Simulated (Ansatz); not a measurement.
# NiO (Fm-3m) in Ansatz: a series of runs

One crystal, NiO, is run at these levels: PBEsol; tasks: band structure.

All numbers are computed with Ansatz 0.2.0; they aren't measurements. Logs are shortened: lines on timing, memory, paths and dates and some standing lists are left out, and cuts for length are marked.

**Measured values to compare with.**

From “Local correlations, non-local screening, multiplets, and band formation in NiO”, 2012, arxiv:1210.6675, for a bulk crystal of NiO: band gap 4.3 eV.

The runs below are set against these values where they give the same quantity.

### Step 1. The structure

It takes space group Fm-3m (No. 225, cubic). The conventional cell has a = 4.172 Å, b = 4.172 Å, c = 4.172 Å, α = 90.00°, β = 90.00°, γ = 90.00°. Ni (site symmetry m-3m) is surrounded by 6 O at 2.09 Å. O (site symmetry m-3m) is surrounded by 6 Ni at 2.09 Å.

### Step 2. Band structure, PBEsol, collinear spin, ferromagnetic start

input.yaml reads:

```yaml
crystal:
  lattice:
    - [0.0, 2.0859016414, 2.0859016414]
    - [2.0859016414, 0.0, 2.0859016414]
    - [2.0859016414, 2.0859016414, 0.0]
  atoms:
    - { symbol: Ni, position: [0.0, 0.0, 0.0], spin: 1.0 }
    - { symbol: O, position: [0.5, 0.5, 0.5] }
kpoints:
  mp_grid: { grid: [11, 11, 11] }
  band_path:
    path:
      - [0.0, 0.0, 0.0]
      - [0.5, 0.0, 0.5]
      - [0.5, 0.25, 0.75]
      - [0.375, 0.375, 0.75]
      - [0.0, 0.0, 0.0]
      - [0.5, 0.5, 0.5]
      - [0.625, 0.25, 0.625]
      - [0.5, 0.25, 0.75]
    npoints: 6
scf:
  occupations: { method: fermi_dirac, width: 0.05 }
hamiltonian:
  xc: pbesol
  pseudopotentials: { kind: all_electron, lapw: { basis_error: 0.001 } }
magnetization:
  spin_polarized: true
output:
  forces: true
  stress: true
  eigenvalues: true
```

Potentials or basis: all-electron LAPW, scalar-relativistic.

Started as:

```console
ansatz run input.yaml --threads 2 --pin off --max-ram 6144MiB --backend cpu --events-out ev --progress --plain --runs-dir out
```

What it wrote:

```text
Warning: RAYON_NUM_THREADS=2 ignored (pool sized by the plan → 2); use --threads N
LAPW: plane waves up to 9.965 Å⁻¹, error target 1.0e-3 eV per atom; small_component_spin mean_spin; O in spheres of 0.943 Å, 8 of its electrons in bands, Dirac shells []; Ni in spheres of 1.143 Å, 18 of its electrons in bands, Dirac shells [] (how accurate: hamiltonian.pseudopotentials.lapw.basis_error, Limitations)
Engine: ansatz 0.2.0, x86_64-unknown-linux-gnu
Pseudopotentials: kind: all_electron
Pseudopotential: Ni, LAPW, valence charge 18, lapw/all_electron/scalar/gaussian/Ni, Koelling and Harmon's equation, gaussian nucleus
Pseudopotential: O, LAPW, valence charge 8, lapw/all_electron/scalar/gaussian/O, Koelling and Harmon's equation, gaussian nucleus
Functional definition: PBEsol
  exchange = pbesol_x
  correlation = pbesol_c
Crystal: 2 atoms, lattice volume = 18.151 Å³
Basis set: ecut = 378.33309703119414 eV, 307 PW (Γ), exchange–correlation at level 2
Bands: 18, of which v1, the nominal top of the filled ones, is band 13 counted from 1 (12 counted from 0)
Symmetry: 48 space group operations
Space group: Fm-3m (ITA 225), of the structure as read, at distance tolerance 2.6e-5 Å
Magnetic group: BNS 225.116 (UNI 1618), of the structure as read, at distance tolerance 2.6e-5 Å
k-points: 56 of 1331
Non-local potential: Ni, projectors of the file, none
Non-local potential: O, projectors of the file, none
Initial density: superposition of atomic densities (chi_scale 0.1, normalization cell, long waves kept (reshape's long-wave potential 0.00 eV rms))
Starting moments: Σ|m| = 1 μB on 1 of 2 sites
Initial wavefunctions: plane waves of lowest kinetic energy (no species holds an atomic orbital)
Functional: x = pbesol(κ = 0.804, μ = 0.12345679012345678), c = pbesol(β = 0.046)
iter 1 solved again at ethr=3.41e-3 eV; its pass at ethr=1.00e-1 eV (dr2=8.85e-1 eV) is discarded
SCF iter   1: F=—  HF=-43388.596495 eV  |F-HF|=—  |Δ(HF+E_count)|=         —  Δρ=4.28e-2 (↑4.28e-2 ↓3.56e-2)  dr2=8.87e-1  dr2_m=5.66e-2  M=1.468 μB ∫|m|=1.468 μB  β_m=0.30  ethr=3.41e-3  ⟨swp⟩=2.0  Hψ=13218  notcnv=0
Mixer restart at iter 1: flushing history
preconditioner: auto → none  [metal: Δε(μ)=0.002 eV  Ē_g=14.568 eV  σ=0.050 eV  W_gap=0.01  n_scr=8 (ndim 8)  ℏωp=34.9 eV  f_vac=0.000  D(μ)=3.14/eV (n_scr^D=58)  sad-step TF]
SCF iter   2: F=—  HF=-43388.260766 eV  |F-HF|=—  |Δ(HF+E_count)|=   3.36e-1  Δρ=2.11e-2 (↑2.11e-2 ↓1.22e-2)  dr2=1.96e-1  dr2_m=6.13e-3  M=1.232 μB ∫|m|=1.233 μB  β_m=0.36  ethr=3.41e-3  ⟨swp⟩=2.0  Hψ=6048  notcnv=0
SCF iter   3: F=—  HF=-43388.438580 eV  |F-HF|=—  |Δ(HF+E_count)|=         —  Δρ=1.76e-2 (↑1.76e-2 ↓1.62e-2)  dr2=9.15e-2  dr2_m=2.85e-2  M=1.514 μB ∫|m|=1.514 μB  β_m=1.00  ethr=7.52e-4  ⟨swp⟩=2.0  Hψ=6041  notcnv=0
Mixer restart at iter 3: flushing history
SCF iter   4: F=—  HF=-43388.407362 eV  |F-HF|=—  |Δ(HF+E_count)|=         —  Δρ=1.84e-2 (↑8.02e-3 ↓1.84e-2)  dr2=1.06e-1  dr2_m=1.05e-2  M=1.356 μB ∫|m|=1.359 μB  β_m=0.36  ethr=1.92e-4  ⟨swp⟩=3.0  Hψ=6554  notcnv=0
Mixer restart at iter 4: flushing history
iter 5 solved again at ethr=8.65e-6 eV; its pass at ethr=1.92e-4 eV (dr2=2.25e-3 eV) is discarded
SCF iter   5: F=—  HF=-43388.389483 eV  |F-HF|=—  |Δ(HF+E_count)|=   1.79e-2  Δρ=2.46e-3 (↑2.46e-3 ↓2.13e-3)  dr2=2.25e-3  dr2_m=3.37e-4  M=1.482 μB ∫|m|=1.486 μB  β_m=0.33  ethr=8.65e-6  ⟨swp⟩=2.0  Hψ=10203  notcnv=0
SCF iter   6: F=—  HF=-43388.381913 eV  |F-HF|=—  |Δ(HF+E_count)|=         —  Δρ=2.64e-3 (↑6.37e-4 ↓2.64e-3)  dr2=9.35e-4  dr2_m=4.21e-4  M=1.449 μB ∫|m|=1.453 μB  β_m=0.45  ethr=8.65e-6  ⟨swp⟩=3.0  Hψ=5955  notcnv=0
the basis was enlarged: its passes take 2.1 MiB over the memory plan, 2 of 2 planned eigensolver slots
SCF iter   7: F=—  HF=-43388.382682 eV  |F-HF|=—  |Δ(HF+E_count)|=   7.69e-4  Δρ=8.87e-4 (↑3.64e-4 ↓8.87e-4)  dr2=6.67e-5  dr2_m=6.30e-5  M=1.461 μB ∫|m|=1.465 μB  β_m=0.55  ethr=3.59e-6  ⟨swp⟩=2.0  Hψ=5542  notcnv=0
SCF iter   8: F=—  HF=-43388.382831 eV  |F-HF|=—  |Δ(HF+E_count)|=   1.49e-4  Δρ=3.66e-4 (↑3.66e-4 ↓3.63e-4)  dr2=6.12e-6  dr2_m=2.06e-5  M=1.469 μB ∫|m|=1.473 μB  β_m=0.77  ethr=2.57e-7  ⟨swp⟩=2.5  Hψ=5689  notcnv=0
SCF iter   9: F=—  HF=-43388.382822 eV  |F-HF|=—  |Δ(HF+E_count)|=   8.03e-6  Δρ=9.82e-5 (↑9.74e-5 ↓9.82e-5)  dr2=1.99e-7  dr2_m=1.54e-6  M=1.472 μB ∫|m|=1.477 μB  β_m=0.89  ethr=2.35e-8  ⟨swp⟩=2.8  Hψ=5724  notcnv=0
SCF iter  10: F=—  HF=-43388.382824 eV  |F-HF|=—  |Δ(HF+E_count)|=   1.17e-6  Δρ=4.07e-5 (↑3.83e-5 ↓4.07e-5)  dr2=7.78e-8  dr2_m=2.41e-7  M=1.474 μB ∫|m|=1.479 μB  β_m=0.94  ethr=7.64e-10  ⟨swp⟩=3.0  Hψ=6118  notcnv=0
SCF iter  11: F=—  HF=-43388.382824 eV  |F-HF|=—  |Δ(HF+E_count)|=   2.63e-7  Δρ=5.46e-6 (↑2.85e-6 ↓5.46e-6)  dr2=2.78e-9  dr2_m=2.56e-9  M=1.476 μB ∫|m|=1.481 μB  β_m=0.91  ethr=2.99e-10  ⟨swp⟩=3.0  Hψ=5964  notcnv=0
SCF iter  12: F=-43388.382824 eV  HF=-43388.382824 eV  |F-HF|=1.89e-10  |Δ(HF+E_count)|=   9.10e-9  Δρ=1.02e-6 (↑7.08e-7 ↓1.02e-6)  dr2=9.97e-11  dr2_m=1.05e-10  M=1.476 μB ∫|m|=1.481 μB  ethr=1.07e-11  ⟨swp⟩=3.0  Hψ=5901  notcnv=0
SCF 1 converged in 12 iterations: F = -43388.382824 eV  dr2 = 9.97e-11
NSCF: frozen V_eff on 43 k-points
SCF converged after 12 iterations
Magnetization: 1.4759 μB (13.7379 up, 12.2621 down)
Absolute magnetization: 1.4809 μB (∫|ρ↑−ρ↓|)
Spin contamination: 0.0079 ħ² per cell (⟨S²⟩ above its minimum at these occupations)
Per-site moments (μB) at R_I (Å): [(1.2384983297457097, 1.1430071613310322), (0.22674540199254745, 0.9428944489866111)]
Free energy (F): -43388.382824 eV
Harris-Foulkes:  -43388.382824 eV  (|F-HF|=1.89e-10)
Internal energy: -43388.369755 eV  (E = F + TS)
E sigma→0 (E₀):  -43388.376290 eV
Entropy (-TS):   -0.013069 eV (-6.534 meV/atom)
Fermi energy:    14.500525 eV
--- Per-component energies (eV) ---
  E_band       = -1304.504710
  E_kinetic    = 44039.191844
  E_xc         = -1920.596173
  E_electrostatic = -85506.965426  (all electrons and nuclei)
  E_smearing   = -0.013069  (= −TS)
  E_closure    = 0.000000  (closes the sum)
  E_atoms      = -43374.365027  (free atoms, spherical and without spin; not in F)
  Σ components = -43388.382824   (vs F -43388.382824, Δ=0.00e0)
  Basis errors (estimates in eV, not in F): energy 3.6e-4 per atom: plane waves 3.2e-4 (1.8e-4 summed), levels above the bands 7.5e-143, relativity 3.4e-8, radial functions 4.1e-5, core shells 3.1e-9; eigenvalues (radial functions only) 8.8e-7; not estimated: angular momenta, meshes, grids; target (lapw.basis_error) 1.0e-3; muffin-tin radii O 0.943 Å, Ni 1.143 Å
--- Forces (eV/Å), atoms counted from 1 ---
  atom   1  Ni     0.00000000    -0.00000000     0.00000000
  atom   2  O      0.00000000     0.00000000     0.00000000
  max |Σ_I F_I| component: 2.24e-30 eV/Å
--- Stress (GPa, compression-positive) ---
       -6.841713       0.000000      -0.000000
        0.000000      -6.841713      -0.000000
       -0.000000      -0.000000      -6.841713
  P = ⅓ Tr σ = -6.8417 GPa (-68.417 kbar)
--- Band table (eV; the first three rows and the last of 112) ---
  k-point 0 ↑: bands = ["-490.7782", "-89.3321", "-49.8594", "-49.8594", "-49.8594", "-5.9841", "11.3263", "11.3263", "11.3263", "11.6312", "11.6312", "11.9837", "11.9837", "11.9837", "15.8789", "31.9928", "33.1803", "33.1803"]
  k-point 1 ↑: bands = ["-490.7782", "-89.3319", "-49.8620", "-49.8598", "-49.8598", "-5.8883", "10.5366", "10.6171", "10.6171", "11.9871", "11.9871", "12.2272", "12.4293", "12.4293", "16.4595", "30.2218", "32.8800", "32.8800"]
  k-point 2 ↑: bands = ["-490.7782", "-89.3312", "-49.8688", "-49.8607", "-49.8607", "-5.6201", "9.1863", "9.8606", "9.8606", "12.1580", "12.1580", "12.4631", "13.2684", "13.2684", "17.6693", "27.9524", "31.7290", "31.7290"]
  k-point 55 ↓: bands = ["-490.5705", "-87.8112", "-48.4022", "-48.4005", "-48.3912", "-3.9945", "8.3648", "8.4164", "9.2445", "13.3557", "13.5734", "13.8911", "14.5775", "15.3136", "23.2895", "25.0185", "25.1767", "28.4256"]
```

It took 17 s on 2 threads of Intel Xeon Platinum 8488C (Sapphire Rapids), shared host; peak memory 0.48 GiB.

What came out:

- Free energy: -43388.3828 eV
- Pressure: -6.8 GPa
- Band gap along the path: none (metal or under the smearing width)
- Net moment: 1.48 μB per cell
- Absolute moment: 1.48 μB per cell
- Site moments: Ni +1.24; O +0.23 μB

Levels at the corners of the path, in eV from the Fermi level:
Spin up:
```tsv
point	band 10	band 11	band 12	band 13	band 14	band 15	band 16	band 17	band 18
Γ	-2.87	-2.87	-2.52	-2.52	-2.52	1.38	17.49	18.68	18.68
X	-3.45	-2.51	-1.94	-1.46	-1.46	5.99	10.34	12.04	16.41
W	-2.08	-1.78	-1.78	-1.46	-1.06	8.34	10.45	10.45	13.24
K	-2.44	-1.64	-1.59	-1.37	-1.00	7.64	10.11	10.28	15.62
Γ	-2.87	-2.87	-2.52	-2.52	-2.52	1.38	17.49	18.68	18.68
L	-1.77	-1.77	-1.28	0.42	0.42	5.35	9.82	13.81	13.81
U	-2.44	-1.64	-1.59	-1.37	-1.00	7.64	10.11	10.28	15.62
W	-2.08	-1.78	-1.78	-1.46	-1.06	8.34	10.45	10.45	13.24
```
Spin down:
| point | band 10 | band 11 | band 12 | band 13 | band 14 | band 15 |
| --- | --- | --- | --- | --- | --- | --- |
| Γ | -1.77 | -1.77 | -1.77 | -0.84 | -0.84 | 1.68 |
| X | -2.80 | -0.62 | -0.62 | -0.41 | 0.15 | 6.37 |
| W | -1.02 | -1.02 | -0.62 | 0.01 | 0.76 | 8.80 |
| K | -1.62 | -0.76 | -0.56 | 0.28 | 0.78 | 8.02 |
| Γ | -1.77 | -1.77 | -1.77 | -0.84 | -0.84 | 1.68 |
| L | -0.86 | -0.86 | -0.49 | 2.01 | 2.01 | 5.51 |
| U | -1.62 | -0.76 | -0.56 | 0.28 | 0.78 | 8.02 |
| W | -1.02 | -1.02 | -0.62 | 0.01 | 0.76 | 8.80 |

Caveat: a cell with one magnetic atom can't hold antiferromagnetic order, which such compounds often take; semilocal functionals often make such compounds metallic where correlation or magnetic order opens a gap, which also shifts bond lengths.

### Step 3. Band structure, PBEsol, collinear spin, ferromagnetic start

input.yaml, as its differences from that of step 2:

```diff
@@ -25,3 +25,6 @@
   xc: pbesol
-  pseudopotentials: { kind: all_electron, lapw: { basis_error: 0.001 } }
+  pseudopotentials:
+    kind: all_electron
+    lapw: { basis_error: 0.001 }
+    relativity: none
 magnetization:
```

Potentials or basis: all-electron LAPW, non-relativistic.

Started as:

```console
ansatz run input.yaml --threads 2 --pin off --max-ram 6144MiB --backend cpu --events-out ev --progress --plain --runs-dir out
```

Wall time 12 s (2 threads of Intel Xeon Platinum 8488C (Sapphire Rapids), shared host); peak memory 0.47 GiB.

It converged, with:

* Free energy: -43046.4847 eV
* Pressure: -5.8 GPa
* Band gap along the path: none (metal or under the smearing width)
* Net moment: 1.41 μB per cell
* Absolute moment: 1.41 μB per cell
* Site moments: Ni +1.18; O +0.22 μB

Levels at the corners of the path, in eV from the Fermi level:
Spin up:
```csv
point,band 10,band 11,band 12,band 13,band 14,band 15,band 16,band 17,band 18
Γ,-2.82,-2.82,-2.49,-2.49,-2.49,1.73,17.58,18.74,18.74
X,-3.41,-2.47,-1.90,-1.45,-1.45,6.55,10.47,12.08,16.62
W,-2.04,-1.75,-1.75,-1.45,-0.98,8.85,10.57,10.57,13.48
K,-2.41,-1.59,-1.58,-1.36,-0.95,8.14,10.25,10.41,15.85
Γ,-2.82,-2.82,-2.49,-2.49,-2.49,1.73,17.58,18.74,18.74
L,-1.76,-1.76,-1.25,0.46,0.46,5.53,10.14,14.04,14.04
U,-2.41,-1.59,-1.58,-1.36,-0.95,8.14,10.25,10.41,15.85
W,-2.04,-1.75,-1.75,-1.45,-0.98,8.85,10.57,10.57,13.48
```
Spin down:
```
point  band 10  band 11  band 12  band 13  band 14  band 15
    Γ    -1.78    -1.78    -1.78    -0.90    -0.90     2.01
    X    -2.80    -0.65    -0.65    -0.47     0.09     6.90
    W    -1.03    -1.03    -0.65    -0.05     0.74     9.26
    K    -1.62    -0.79    -0.58     0.23     0.73     8.48
    Γ    -1.78    -1.78    -1.78    -0.90    -0.90     2.01
    L    -0.88    -0.88    -0.50     1.97     1.97     5.68
    U    -1.62    -0.79    -0.58     0.23     0.73     8.48
    W    -1.03    -1.03    -0.65    -0.05     0.74     9.26
```

Caveat: a cell with one magnetic atom can't hold antiferromagnetic order, which such compounds often take; semilocal functionals often make such compounds metallic where correlation or magnetic order opens a gap, which also shifts bond lengths.

### Step 4. How close it comes

Step 2. Against the measured gap of NiO, 4.3 eV (quoted in “Local correlations, non-local screening, multiplets, and band formation in NiO”, 2012, arxiv:1210.6675), the calculated 0.00 eV is off by -4.30 eV. So large a miss can be the level of theory's own, or it may mean another phase, state or a wrong row. The value is that of PBEsol, without temperature or zero-point motion. Semilocal functionals fall short of measured gaps as a rule. The run's magnetic order (collinear spin, ferromagnetic start) needn't be the measured crystal's.

Step 3. A measured gap of NiO is 4.3 eV (quoted in “Local correlations, non-local screening, multiplets, and band formation in NiO”, 2012, arxiv:1210.6675); the calculated 0.00 eV misses it by -4.30 eV. So large a miss can be the level of theory's own, or it may mean another phase, state or a wrong row. The value is that of PBEsol, without temperature or zero-point motion. Semilocal functionals fall short of measured gaps as a rule. The run's magnetic order (collinear spin, ferromagnetic start) needn't be the measured crystal's.
